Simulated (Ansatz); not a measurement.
# Si on Cu(111): change of the work function, part 3 of 4

How does Si on the fcc site change the work function of Cu(111) as the layer fills?

Ansatz 0.2.0; plane-wave DFT, PBE, Ansatz PAW.

So far, work function, upper face (eV): step 2 (the clean slab) 4.79; step 3 (37 atoms, coverage 0.111 ML, cell 3x3) 4.79.

## Step 4: The covered slab, k-mesh 6×6×1, coverage 0.25 ML

System of this step: Si/Cu(111). The cell holds 17 atoms: 16 Cu and 1 Si. Cell: a = 5.105 Å, b = 5.105 Å, c = 26.276 Å, α = 90.0°, β = 90.0°, γ = 60.0°. Vacuum lies along c.

Another coverage, to see how the dipoles act on each other as their distance changes.

Contents of input.yaml:

```yaml
crystal:
  lattice:
    - [5.1053109602, 1.0e-10, 0.0]
    - [2.5526554801, 4.4213289858, 0.0]
    - [0.0, 0.0, 26.2756942081]
  atoms:
    - { symbol: Cu, position: [0.0, 0.0, 0.3425218732] }
    - { symbol: Cu, position: [0.1666666667, 0.1666666667, 0.4218436394] }
    - { symbol: Cu, position: [0.3333333333, 0.3333333333, 0.5011654056] }
    - { symbol: Cu, position: [0.0, 0.0, 0.5804871717] }
    - { symbol: Cu, position: [0.0, 0.5, 0.3425218732] }
    - { symbol: Cu, position: [0.1666666667, 0.6666666667, 0.4218436394] }
    - { symbol: Cu, position: [0.3333333333, 0.8333333333, 0.5011654056] }
    - { symbol: Cu, position: [0.0, 0.5, 0.5804871717] }
    - { symbol: Cu, position: [0.5, 0.0, 0.3425218732] }
    - { symbol: Cu, position: [0.6666666667, 0.1666666667, 0.4218436394] }
    - { symbol: Cu, position: [0.8333333333, 0.3333333333, 0.5011654056] }
    - { symbol: Cu, position: [0.5, 0.0, 0.5804871717] }
    - { symbol: Cu, position: [0.5, 0.5, 0.3425218732] }
    - { symbol: Cu, position: [0.6666666667, 0.6666666667, 0.4218436394] }
    - { symbol: Cu, position: [0.8333333333, 0.8333333333, 0.5011654056] }
    - { symbol: Cu, position: [0.5, 0.5, 0.5804871717] }
    - { symbol: Si, position: [0.1666666667, 0.1666666667, 0.6574781268] }
kpoints:
  mp_grid: { grid: [6, 6, 1] }
hamiltonian:
  xc: pbe
scf:
  occupations: { method: fermi_dirac, width: 0.1 }
  convergence: { dr2_threshold: 1.0e-08 }
efield:
  axis: 3
  dipole_correction: true
  ramp_position: 0.97
  ramp_width: 0.06
relax:
  f_tol: 0.02
  max_steps: 60
  constraints: [{ sites: [0, 1, 4, 5, 8, 9, 12, 13] }]
output:
  dos: { projected: true, e_range: [-8, 4] }
  write_potential: true
  write_density: true
  volumetric_format: npy
  elf: true
```

The run is started by

```
$ ansatz run input.yaml --threads 4 --pin off --max-ram 16384MiB --backend cpu --events-out ev --progress --plain --runs-dir out
```

Numbers of over 12 decimals in the logs are rounded to 6 here.

The log of the run:

```text
[...]
Crystal: 17 atoms, lattice volume = 593.102 Å³
Basis set: ecut = 420 eV, 11661 PW (Γ), exchange–correlation on 72×72×360 points (8 copies of the dense FFT grid, shifted against one another)
Bands: 185, of which v1, the nominal top of the filled ones, is band 154 counted from 1 (153 counted from 0)
Symmetry: 6 space group operations
[...]
k-points: 7 of 36 (time reversal used)
[...]
SCF iter   1: F=—  HF=-106633.988197 eV  |F-HF|=—  |Δ(HF+E_count)|=         —  Δρ=1.56e-3  dr2=5.94e-2  ethr=1.77e-3  p=-0.003 e·Å  D=-7.97e-4 V/Å  ΔV_dip=0.02 eV  dr2_dipole=3.00e-3  V_vac-E_F(+/−)=4.74/4.72 eV  ⟨swp⟩=7.1  Hψ=5217  notcnv=0  defer=111
[...]
SCF iter  13: F=-106634.012901 eV  HF=-106634.012901 eV  |F-HF|=1.66e-8  |Δ(HF+E_count)|=   1.30e-7  Δρ=9.00e-7  dr2=5.94e-9  ethr=3.25e-12  p=0.006 e·Å  D=1.86e-3 V/Å  ΔV_dip=-0.05 eV  dr2_dipole=4.50e-10  V_vac-E_F(+/−)=4.77/4.82 eV  ⟨swp⟩=17.4  Hψ=10466  notcnv=0
SCF 1 converged in 13 iterations: F = -106634.012901 eV  dr2 = 5.94e-9
[...]
relax step   1: F+E_penalty+E_count = -106634.01290150 eV  Δ(F+E_penalty+E_count) = +0.000e0 eV  max|allowed force component| = 1.686e0 eV/Å  Δτ_max = 0.0000 Å  (13 SCF iters, accepted)
[...]
SCF iter  13: F=-106634.217371 eV  HF=-106634.217371 eV  |F-HF|=1.64e-8  |Δ(HF+E_count)|=   5.72e-8  Δρ=7.41e-7  dr2=3.77e-9  ethr=3.25e-12  p=-0.002 e·Å  D=-5.69e-4 V/Å  ΔV_dip=0.01 eV  dr2_dipole=5.54e-10  V_vac-E_F(+/−)=4.84/4.83 eV  ⟨swp⟩=9.4  Hψ=8216  notcnv=0
SCF 2 converged in 13 iterations: F = -106634.217371 eV  dr2 = 3.77e-9
relax step   2: F+E_penalty+E_count = -106634.21737092 eV  Δ(F+E_penalty+E_count) = -2.045e-1 eV  max|allowed force component| = 9.465e-1 eV/Å  Δτ_max = 0.1447 Å  (13 SCF iters, accepted)
SCF iter   1: F=—  HF=-106634.328051 eV  |F-HF|=—  |Δ(HF+E_count)|=         —  Δρ=3.52e-3  dr2=1.67e-1  ethr=1.16e-3  p=-0.002 e·Å  D=-5.69e-4 V/Å  ΔV_dip=0.01 eV  dr2_dipole=3.38e-2  V_vac-E_F(+/−)=4.86/4.84 eV  ⟨swp⟩=4.4  Hψ=2703  notcnv=0  defer=120
[...]
SCF iter  13: F=-106634.301046 eV  HF=-106634.301046 eV  |F-HF|=9.60e-9  |Δ(HF+E_count)|=   2.73e-8  Δρ=9.23e-7  dr2=6.10e-9  ethr=3.25e-12  p=-0.002 e·Å  D=-6.19e-4 V/Å  ΔV_dip=0.02 eV  dr2_dipole=7.36e-10  V_vac-E_F(+/−)=4.86/4.84 eV  ⟨swp⟩=14.3  Hψ=9634  notcnv=0
SCF 3 converged in 13 iterations: F = -106634.301046 eV  dr2 = 6.10e-9
relax step   3: F+E_penalty+E_count = -106634.30104565 eV  Δ(F+E_penalty+E_count) = -8.367e-2 eV  max|allowed force component| = 2.340e-1 eV/Å  Δτ_max = 0.1633 Å  (13 SCF iters, accepted)
[...]
relax step   4: F+E_penalty+E_count = -106634.30878679 eV  Δ(F+E_penalty+E_count) = -7.741e-3 eV  max|allowed force component| = 7.232e-2 eV/Å  Δτ_max = 0.0351 Å  (11 SCF iters, accepted)
[...]
relax step   5: F+E_penalty+E_count = -106634.31080354 eV  Δ(F+E_penalty+E_count) = -2.017e-3 eV  max|allowed force component| = 3.079e-2 eV/Å  Δτ_max = 0.0476 Å  (11 SCF iters, accepted)
SCF iter   1: F=—  HF=-106634.311418 eV  |F-HF|=—  |Δ(HF+E_count)|=         —  Δρ=3.38e-4  dr2=3.09e-4  ethr=9.28e-7  p=-0.001 e·Å  D=-4.47e-4 V/Å  ΔV_dip=0.01 eV  dr2_dipole=1.90e-6  V_vac-E_F(+/−)=4.85/4.84 eV  ⟨swp⟩=3.0  Hψ=2367  notcnv=0  defer=109
[...]
SCF iter   8: F=-106634.311065 eV  HF=-106634.311065 eV  |F-HF|=1.60e-8  |Δ(HF+E_count)|=   5.11e-8  Δρ=1.22e-6  dr2=6.26e-9  ethr=3.25e-12  p=-0.002 e·Å  D=-5.01e-4 V/Å  ΔV_dip=0.01 eV  dr2_dipole=3.69e-10  V_vac-E_F(+/−)=4.86/4.84 eV  ⟨swp⟩=12.1  Hψ=9446  notcnv=0
SCF 6 converged in 8 iterations: F = -106634.311065 eV  dr2 = 6.26e-9
relax step   6: F+E_penalty+E_count = -106634.31106475 eV  Δ(F+E_penalty+E_count) = -2.612e-4 eV  max|allowed force component| = 7.689e-4 eV/Å  Δτ_max = 0.0045 Å  (8 SCF iters, accepted)
[...]
WARN: The output density's exchange-correlation potential varies sharply where the density is thin. Do not read a vacuum level from v_tot or v_xc, or from such a field of the output density. On a cell that repeats whose density bears no net charge and no dipole along the vacuum's axis use v_es (v_loc + v_h of the components); under efield.dipole_correction with no amplitude use v_es + v_field, which holds any externa [...]
SCF converged after 8 iterations
Free energy (F): -106634.311065 eV
[...]
Internal energy: -106634.046220 eV  (E = F + TS)
E sigma→0 (E₀):  -106634.178642 eV
Entropy (-TS):   -0.264845 eV (-15.579 meV/atom)
Fermi energy:    2.441985 eV
Dipole field:    D = -0.000516 V/Å  (p = -0.001692 e·Å, saw-weighted, corrected)
Work function:   Φ+ = 4.8554 eV   Φ− = 4.8418 eV
[...]
--- Forces (eV/Å), atoms counted from 1 ---
  atom   1  Cu    -0.00003948    -0.00002279    -0.00804350
  atom   2  Cu    -0.00000000    -0.00000000     0.06823962
  atom   3  Cu    -0.00019869    -0.00011472    -0.00071400
  atom   4  Cu    -0.00020438    -0.00011800     0.00063251
  atom   5  Cu    -0.00000000     0.00004559    -0.00804350
  atom   6  Cu     0.05547965    -0.03203119     0.00568370
  atom   7  Cu    -0.00000000     0.00022943    -0.00071400
  atom   8  Cu    -0.00000000     0.00023600     0.00063251
  atom   9  Cu     0.00003948    -0.00002279    -0.00804350
  atom  10  Cu    -0.00000000     0.06406238     0.00568370
  atom  11  Cu     0.00019869    -0.00011472    -0.00071400
  atom  12  Cu     0.00020438    -0.00011800     0.00063251
  atom  13  Cu    -0.00000000     0.00000000    -0.06142780
  atom  14  Cu    -0.05547965    -0.03203119     0.00568370
  atom  15  Cu     0.00000000     0.00000000     0.00076888
  atom  16  Cu     0.00000000     0.00000000    -0.00010245
  atom  17  Si    -0.00000000    -0.00000000    -0.00011526
  max |Σ_I F_I| component: 3.91e-5 eV/Å
--- Band table (eV; the first three rows and the last of 7) ---
  k-point 0: bands = [... 150 lower, 1.9171, 1.9171, 2.5250, 2.8406, 2.8406, 2.8966, 3.4284, 3.4284, ... 27 higher]
  k-point 1: bands = [... 150 lower, 1.8419, 2.0398, 2.0711, 2.5105, 2.6079, 2.6888, 2.9929, 3.3146, ... 27 higher]
  k-point 2: bands = [... 150 lower, 1.5681, 2.1004, 2.1959, 2.3588, 2.4647, 2.6980, 3.3154, 3.3861, ... 27 higher]
  k-point 6: bands = [... 150 lower, 0.8829, 1.3416, 1.4581, 1.8246, 2.7775, 3.0165, 3.5397, 4.8541, ... 27 higher]
--- Relaxed structure (6 steps of the walk, 6 accepted, 0 SCFs on fresh bases) ---
  F+E_penalty+E_count = -106634.31106475 eV   max|allowed force component| = 7.689e-4 eV/Å
  atoms:
[...]
- { symbol: Cu, position: [0.166667, 0.166667, 0.421844] }
    - { symbol: Cu, position: [0.334522, 0.334522, 0.501667] }
    - { symbol: Cu, position: [-0.00407634, -0.00407634, 0.580029] }
    - { symbol: Cu, position: [0.0, 0.5, 0.3425218732] }
    - { symbol: Cu, position: [0.166667, 0.666667, 0.421844] }
    - { symbol: Cu, position: [0.334522, 0.830955, 0.501667] }
    - { symbol: Cu, position: [-0.00407634, 0.508153, 0.580029] }
    - { symbol: Cu, position: [0.5, -1.7959490104895715e-17, 0.3425218732] }
    - { symbol: Cu, position: [0.666667, 0.166667, 0.421844] }
    - { symbol: Cu, position: [0.830955, 0.334522, 0.501667] }
    - { symbol: Cu, position: [0.508153, -0.00407634, 0.580029] }
    - { symbol: Cu, position: [0.5, 0.500000, 0.3425218732] }
    - { symbol: Cu, position: [0.666667, 0.666667, 0.421844] }
    - { symbol: Cu, position: [0.833333, 0.833333, 0.499943] }
    - { symbol: Cu, position: [0.5, 0.500000, 0.587501] }
    - { symbol: Si, position: [0.166667, 0.166667, 0.645967] }
```

Wall time 3 min (4 threads of Arm Neoverse V1, shared host); peak memory 2.7 GiB; 12 min of CPU time.

The steps of the relaxation:

| step | energy less that of the first step (eV) | largest force component (eV/Å) |
| --- | --- | --- |
| 1 | 0.0000 | 1.6855 |
| 2 | -0.2045 | 0.9465 |
| 3 | -0.2881 | 0.2340 |
| 4 | -0.2959 | 0.0723 |
| 5 | -0.2979 | 0.0308 |
| 6 | -0.2982 | 0.0008 |

The run keeps the 6 symmetry operations that it works with, so distortions that break them were not tested.

The atoms that moved most (Å):

| atom | dx | dy | dz | length |
| --- | --- | --- | --- | --- |
| Si17 | 0.000 | 0.000 | -0.302 | 0.302 |
| Cu16 | 0.000 | 0.000 | 0.184 | 0.184 |
| Cu8 | 0.000 | 0.036 | -0.012 | 0.038 |
| Cu4 | -0.031 | -0.018 | -0.012 | 0.038 |
| Cu12 | 0.031 | -0.018 | -0.012 | 0.038 |
| Cu15 | 0.000 | 0.000 | -0.032 | 0.032 |
| Cu11 | -0.009 | 0.005 | 0.013 | 0.017 |
| Cu3 | 0.009 | 0.005 | 0.013 | 0.017 |

Final coordinates:

```xyz
17
Lattice="5.1053 0.0000 0.0000 2.5527 4.4213 0.0000 0.0000 0.0000 26.2757" Properties=species:S:1:pos:R:3
Cu    0.0000    0.0000    9.0000
Cu    1.2763    0.7369   11.0842
Cu    2.5618    1.4790   13.1816
Cu   -0.0312   -0.0180   15.2407
Cu    1.2763    2.2107    9.0000
Cu    2.5527    2.9476   11.0842
Cu    3.8290    3.6739   13.1816
Cu    1.2763    2.2467   15.2407
Cu    2.5527    0.0000    9.0000
Cu    3.8290    0.7369   11.0842
Cu    5.0962    1.4790   13.1816
Cu    2.5839   -0.0180   15.2407
Cu    3.8290    2.2107    9.0000
Cu    5.1053    2.9476   11.0842
Cu    6.3816    3.6844   13.1364
Cu    3.8290    2.2107   15.4370
Si    1.2763    0.7369   16.9732
```

This step gave:

- energy at zero smearing: -106634.1786 eV
- work function, upper face: 4.855 eV
- dipole along the normal: -0.001692 e·Å

The density of states has structure finer than the step of the table below, so its rows give means over 0.25 eV, whole bins alone (the curve runs from -8 to 1.98 eV). Peaks (eV: height): -3.160: 72.4, -3.070: 80.8, -2.890: 104, -2.680: 89.3, -2.350: 87.3, -2.050: 90.2, -1.650: 111.

The density of states by energy, zero at the Fermi level; means over each step:

| energy (eV) | density of states (states/eV a cell) |
| --- | --- |
| -7.75 | 1.26 |
| -7.50 | 1.39 |
| -7.25 | 1.99 |
| -7.00 | 1.42 |
| -6.75 | 2.48 |
| -6.50 | 4.63 |
| -6.25 | 1.55 |
| -6.00 | 2.99 |
| -5.75 | 1.47 |
| -5.50 | 7.71 |
| -5.25 | 6.37 |
| -5.00 | 6.62 |
| -4.75 | 17.2 |
| -4.50 | 19.3 |
| -4.25 | 30.6 |
| -4.00 | 34.9 |
| -3.75 | 33.6 |
| -3.50 | 36.4 |
| -3.25 | 48.3 |
| -3.00 | 58.3 |
| -2.75 | 67.8 |
| -2.50 | 44.6 |
| -2.25 | 58.5 |
| -2.00 | 58.9 |
| -1.75 | 74.6 |
| -1.50 | 43.6 |
| -1.25 | 8.85 |
| -1.00 | 8.35 |
| -0.75 | 5.95 |
| -0.50 | 7.12 |
| -0.25 | 5.73 |
| 0.00 | 10.1 |
| 0.25 | 4.44 |
| 0.50 | 3.34 |
| 0.75 | 4.81 |
| 1.00 | 6.03 |
| 1.25 | 6.30 |
| 1.50 | 4.20 |
| 1.75 | 6.96 |

Projected DOS per atom over height of the atomic layer and energy from the Fermi level. Layers: Cu4 Cu4 Cu4 Cu4 Si from below.

Values in states/eV, 22 rows by 5 columns, each cell a mean:
```
0.18 0.17 0.15 0.16 0.85
0.20 0.20 0.20 0.15 0.77
0.20 0.19 0.15 0.16 1.06
0.16 0.15 0.11 0.14 0.68
0.41 0.36 0.33 0.21 1.51
0.26 0.23 0.30 0.32 1.07
0.46 0.37 0.37 0.38 0.75
2.61 2.13 1.77 1.02 0.50
4.99 3.86 4.03 3.89 0.56
3.67 2.67 3.43 3.28 0.58
4.84 3.53 3.33 3.70 0.55
2.22 2.91 3.15 3.84 0.68
1.69 2.21 1.75 2.50 0.35
1.13 2.39 2.29 1.80 0.32
0.64 1.41 1.35 1.19 0.37
0.33 0.54 0.53 0.46 0.23
0.31 0.42 0.39 0.33 0.22
0.11 0.15 0.16 0.11 0.10
0.14 0.22 0.27 0.10 0.18
0.12 0.09 0.18 0.04 0.25
0.05 0.17 0.12 0.03 0.13
0.05 0.14 0.06 0.03 0.22
```
Columns: height of the atomic layer (Å) from 9 to 17.0 (not evenly spaced); rows upwards: energy from the Fermi level (eV) from -7.96 to 1.95.

Valence density in the ca plane at fractional y = 0.167, with atoms of Cu and Si within 0.2 Å of it. It is the smooth field of the valence electrons, not physical close to the nuclei.

Ten steps, logarithmic in the rise over the least value, from '0' (0 e/Å³) to '9' (47 e/Å³), each cell a mean:
```
02321001100012211112211000000000000000000000
02221001110012211112210000000000000000000000
01110013421011110011100000000000000000000000
00000137862000000000000000000000000000000000
00000148972100000000000000000000000000000000
00110136752001100001100000000000000000000000
01111012321011110011110000000000000000000000
02321001100012211112210000000000000000000000
02221001110012211112211100000000000000000000
01110013421011110011111111100000000000000000
00000137862000000000111100100000000000000000
00000148972100000000111000100000000000000000
00110136752000000001111101100000000000000000
01111012321011110011111111000000000000000000
```
Columns run along c (16.0 Å, from fractional 0.31 to 0.92 of the cell), rows up along a (5.1 Å). Atoms in or near the plane, at fractional coordinates: Cu at (0.42, 0.17), Cu at (0.42, 0.67), Si at (0.65, 0.17).

Electrostatic potential energy in the ca plane at fractional y = 0.167, with atoms of Cu and Si within 0.2 Å of it. With pseudopotentials it is smooth inside the atoms' cores, unlike the true potential.

Ten even steps from '0' (-44 eV) to '9' (7 eV), each cell a mean:
```
86458998889975468875578888999999999999999999
86568998889975578875589999999999999999999999
98788874358987789987789999999999999999999999
99899840016898899998999999999999999999999999
99999820004899999999999999999999999999999999
99889840016898899998899999999999999999999999
97678985468987789987789999999999999999999999
86458998889975468864579999999999999999999999
86568998889975578875678878899999999999999999
98788874358987789987887534789999999999999999
99899840016898899999885100489999999999999999
99999820004899999999984000389999999999999999
99889840016898899998886100489999999999999999
97678985468987789987787645799999999999999999
```
Columns run along c (16.0 Å, from fractional 0.31 to 0.92 of the cell; values clipped at the 3rd and 97th percentile), rows up along a (5.1 Å). Atoms in or near the plane, at fractional coordinates: Cu at (0.42, 0.17), Cu at (0.42, 0.67), Si at (0.65, 0.17).

ELF in the ca plane at fractional y = 0.167, with atoms of Cu and Si within 0.2 Å of it. It is the smooth field of the valence electrons, not physical close to the nuclei.

Ten even steps from '0' (0.00) to '9' (0.97), each cell a mean:
```
11111222222211111211124677887642000000000000
11111221122211111211112445554310000000000000
21112212211221112211112222111000000000000000
22222124531222222222222210000000000000000000
23332126841232222222222110000000000000000000
22222123531222222222222210000000000000000000
11112211211211112211112222221000000000000000
11111222222211111211113456665321000000000000
11111221122211111211124678888642100000000000
21112212211221112211236668999864200000000000
22222124531222222222355457999975210000000000
23332126841222222222355357999985310000000000
22222113531222222222246457999975200000000000
11112211211211112211236678999864100000000000
```
Columns run along c (16.0 Å, from fractional 0.31 to 0.92 of the cell), rows up along a (5.1 Å). Atoms in or near the plane, at fractional coordinates: Cu at (0.42, 0.17), Cu at (0.42, 0.67), Si at (0.65, 0.17).

The relaxation took 6 steps and lowered the energy by 0.30 eV; the largest force on the free atoms ends at 7.7e-4 eV/Å.

The covered face has 4.86 eV, +0.07 eV against the clean one; the bare back face has moved by +0.06 eV, a measure of how thin the slab is.

## Step 5: Adsorbate added, k-mesh 6×6×1, coverage 0.5 ML

System of this step: Si/Cu(111). The cell holds 18 atoms: 16 Cu and 2 Si. Cell: a = 5.105 Å, b = 5.105 Å, c = 26.276 Å, α = 90.0°, β = 90.0°, γ = 60.0°. Vacuum lies along c.

Another coverage, to see how the dipoles act on each other as their distance changes.

Changes to input.yaml since step 4:

```diff
@@ -23,2 +23,3 @@
     - { symbol: Si, position: [0.1666666667, 0.1666666667, 0.6574781268] }
+    - { symbol: Si, position: [0.6666666667, 0.1666666667, 0.6574781268] }
 kpoints:
```

The log of the run:

```text
[...]
Crystal: 18 atoms, lattice volume = 593.102 Å³
Basis set: ecut = 420 eV, 11661 PW (Γ), exchange–correlation on 72×72×360 points (8 copies of the dense FFT grid, shifted against one another)
Bands: 188, of which v1, the nominal top of the filled ones, is band 156 counted from 1 (155 counted from 0)
Symmetry: 4 space group operations
[...]
- { symbol: Cu, position: [0.5, 0.500000, 0.3425218732] }
    - { symbol: Cu, position: [0.666667, 0.666667, 0.421844] }
    - { symbol: Cu, position: [0.833331, 0.833338, 0.500939] }
    - { symbol: Cu, position: [0.494533, 0.510934, 0.585842] }
    - { symbol: Si, position: [0.182077, 0.135846, 0.654500] }
    - { symbol: Si, position: [0.682077, 0.135846, 0.654500] }
[key lines of the parts left out:]
SCF converged after 10 iterations
Free energy (F): -107270.257821 eV
Fermi energy:    2.886455 eV
Dipole field:    D = 0.003798 V/Å  (p = 0.012450 e·Å, saw-weighted, corrected)
Work function:   Φ+ = 4.7309 eV   Φ− = 4.8307 eV
```

The job ended after 5.7 min (4 threads; peak memory 3.1 GiB; 22 min of CPU time).

Step by step:

| step | energy less that of the first step (eV) | largest force component (eV/Å) |
| --- | --- | --- |
| 1 | 0.0000 | 0.4837 |
| 2 | -0.0447 | 0.2896 |
| 3 | -0.0750 | 0.0569 |
| 4 | -0.0797 | 0.0374 |
| 5 | -0.0813 | 0.0174 |
| 6 | -0.0818 | 0.0072 |

Forces are held to the 4 operations that the run works with; a distortion that breaks them can't arise in this run.

The atoms that moved most (Å):

| atom | dx | dy | dz | length |
| --- | --- | --- | --- | --- |
| Si17 | 0.000 | -0.136 | -0.078 | 0.157 |
| Si18 | 0.000 | -0.136 | -0.078 | 0.157 |
| Cu8 | 0.000 | 0.048 | 0.141 | 0.149 |
| Cu16 | 0.000 | 0.048 | 0.141 | 0.149 |
| Cu3 | 0.000 | 0.027 | 0.016 | 0.032 |
| Cu11 | 0.000 | 0.027 | 0.016 | 0.032 |
| Cu12 | 0.000 | 0.008 | -0.030 | 0.031 |
| Cu4 | 0.000 | 0.008 | -0.030 | 0.031 |

Final coordinates:

```
Cu Si
1.0
     5.10531    0.00000    0.00000
     2.55266    4.42133    0.00000
     0.00000    0.00000   26.27569
Cu Si
16 2
Direct
  0.00000 0.00000 0.34252
  0.16667 0.16667 0.42184
  0.33024 0.33952 0.50178
  0.99911 0.00177 0.57935
  0.00000 0.50000 0.34252
  0.16667 0.66667 0.42184
  0.33333 0.83334 0.50094
  0.99453 0.51093 0.58584
  0.50000 0.00000 0.34252
  0.66667 0.16667 0.42184
  0.83024 0.33952 0.50178
  0.49911 0.00177 0.57935
  0.50000 0.50000 0.34252
  0.66667 0.66667 0.42184
  0.83333 0.83334 0.50094
  0.49453 0.51093 0.58584
  0.18208 0.13585 0.65450
  0.68208 0.13585 0.65450
```

(Continued in part 4 of 4.)

[Logs are printed without paths, hosts, clocks, repeated set-up lines and the standing remarks that a program may print on its own settings, such as how far it seeks lower states.]

[Hosts, paths, dates, database ids (printed as entryN), source tags and the programs' standing remarks are cut or masked in the printed files.]

[Maps of the electrostatic potential energy from Ansatz leave out the sawtooth potential of an applied field or a dipole correction, so their vacuum need not be flat; planar profiles and work functions include it.]
